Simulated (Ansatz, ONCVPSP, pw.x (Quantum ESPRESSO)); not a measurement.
**Equation-of-state test of one ONCV potential (beryllium (Be))**

beryllium (Be), optimised norm-conserving Vanderbilt (ONCV), made with ONCVPSP 4.0.1.1 (patched build) (PBE, scalar-relativistic). Core [He], reference 2s2. Waves: 2s: rc 2.10 bohr, ncon 4, nbas 7, qcut 3.7 1/bohr, 2 projectors, debl 3.1 Ha; p scattering state at 0.22 Ha: rc 2.35 bohr, ncon 4, nbas 7, qcut 3 1/bohr, 1 projector; d scattering state at 0.16 Ha: rc 2.20 bohr, ncon 5, nbas 8, qcut 4.5 1/bohr, 2 projectors, debl 3.7 Ha. Local part: polynomial inside 1.90 bohr (lpopt 5, dvloc0 3 Ha). Core correction: Teter function, fcfact 3, rcfact 1.25.

In the p channel the program set the typed energies aside and used 0.050 Ha.

Atomic tests: cutoffs needed: 5.0 Ha and 7.7 Ha (the cutoffs (Ha) at which the residual kinetic energy of the hardest occupied pseudo-wave falls to 1 and 0.1 mHa per electron) The cutoffs count occupied waves only; projector 2 of the s channel, the hardest unoccupied one, needs 29 Ha at the loose tolerance.; ghost test: no bound ghost flagged; no localised positive-energy state flagged; configuration tests: 1 of 4 tests not solved or not reliable.

Crystal test: bcc Be in pw.x 7.5, no spin, 18³ k-points, Fermi–Dirac smearing 0.01 Ry, cutoffs 50/200 Ry. The reference is all-electron LAPW (Ansatz 0.2.0) with the same functional, mesh and smearing; V0 and B0 come from Birch–Murnaghan fits to the pressures at five volumes. Errors are pseudo minus all-electron; Δ is the rms difference of the E(V) curves that follow from these fits, minima aligned, over ±6 % about the mean V0. Mesh and smearing are coarse, so the numbers serve the comparison and aren't converged zero-temperature values; the lattice is a test structure that the element need not adopt.

All-electron: a0 = 2.501 Å (V0 = 7.82 Å³/atom), B0 = 122.0 GPa.

Problem. How far does the potential miss the all-electron equation of state?

Solution. mean pressure error (GPa): -2.81; a0 (Å): 2.481; a0 error (%): -0.80; B0 error (%): -1.3; Δ (meV/atom): 5.0. The largest radius (2.35 bohr) exceeds half the bond length (2.05 bohr), so the spheres overlap, which is one possible source of error among others. This is a poor potential for the solid. Atomic configuration tests: 1 of 4 tests not solved or not reliable.

```json
{"V (Å³/atom)": "7.430", "P all-electron (GPa)": "6.89", "P pseudo (GPa)": "3.48"}
{"V (Å³/atom)": "7.625", "P all-electron (GPa)": "3.27", "P pseudo (GPa)": "0.19"}
{"V (Å³/atom)": "7.821", "P all-electron (GPa)": "0.04", "P pseudo (GPa)": "-2.75"}
{"V (Å³/atom)": "8.017", "P all-electron (GPa)": "-2.85", "P pseudo (GPa)": "-5.36"}
{"V (Å³/atom)": "8.212", "P all-electron (GPa)": "-5.43", "P pseudo (GPa)": "-7.69"}
```

Problem. At the middle volume, how do free energy and pressure move when the wave cutoff is lowered (ecutrho kept at four times it)?

Solution.

```csv
cutoff (Ry),shift of F (meV/atom),shift of P (GPa)
22,+36.6,+0.42
30,+25.9,+1.27
40,+14.5,-0.19
```

Input at the middle volume:

```
&control
  calculation='scf', prefix='x', pseudo_dir='./', outdir='./tmp', tstress=.true., disk_io='none'
/
&system
  ibrav=0, nat=1, ntyp=1, ecutwfc=50, ecutrho=200, nbnd=8,
  occupations='smearing', smearing='fd', degauss=0.01
/
&electrons
  conv_thr=1e-09, mixing_beta=0.4, electron_maxstep=70
/
ATOMIC_SPECIES
Be 1.0 Be.UPF
CELL_PARAMETERS angstrom
  -1.25045317 1.25045317 1.25045317
  1.25045317 -1.25045317 1.25045317
  1.25045317 1.25045317 -1.25045317
ATOMIC_POSITIONS crystal
Be 0.0000 0.0000 0.0000
K_POINTS automatic
18 18 18 0 0 0
```

```bash
pw.x < Be.scf.in > Be.scf.out
```

Lines of the output:

```
Message from routine setup:
     using ibrav=0 with symmetry is DISCOURAGED, use correct ibrav instead
     lattice parameter (alat)  =       4.0929  a.u.
     unit-cell volume          =      52.7787 (a.u.)^3
     number of electrons       =         2.00
     number of Kohn-Sham states=            8
     kinetic-energy cutoff     =      50.0000  Ry
     charge density cutoff     =     200.0000  Ry
     scf convergence threshold =      1.0E-09
     Exchange-correlation= PBE
     number of k points=   195  Fermi-Dirac smearing, width (Ry)=  0.0100
     iteration #  1     ecut=    50.00 Ry     beta= 0.40
     total energy              =      -2.33216155 Ry
     estimated scf accuracy    <       0.00035649 Ry
     iteration #  2     ecut=    50.00 Ry     beta= 0.40
     total energy              =      -2.33227583 Ry
     estimated scf accuracy    <       0.00012515 Ry
     iteration #  3     ecut=    50.00 Ry     beta= 0.40
     total energy              =      -2.33228050 Ry
     estimated scf accuracy    <       0.00000030 Ry
     iteration #  4     ecut=    50.00 Ry     beta= 0.40
     total energy              =      -2.33228054 Ry
     estimated scf accuracy    <          3.0E-09 Ry
     iteration #  5     ecut=    50.00 Ry     beta= 0.40
     the Fermi energy is     8.9480 ev
!    total energy              =      -2.33228054 Ry
     estimated scf accuracy    <          1.1E-10 Ry
     smearing contrib. (-TS)   =      -0.00063468 Ry
     The total energy is F=E-TS. E is the sum of the following terms:
     one-electron contribution =       2.01661727 Ry
     hartree contribution      =       0.00207510 Ry
     xc contribution           =      -1.27017583 Ry
     ewald contribution        =      -3.08016240 Ry
     convergence has been achieved in   5 iterations
          total   stress  (Ry/bohr**3)                   (kbar)     P=      -27.46
     Message from routine punch:
     Nothing written, as per user request (disk_io='none')
```

The run at the middle volume (195 k-points, 5 iterations) took about 3.2 s on one core of a shared host (Neoverse-V2, 96 threads, 742 GiB, load 74).
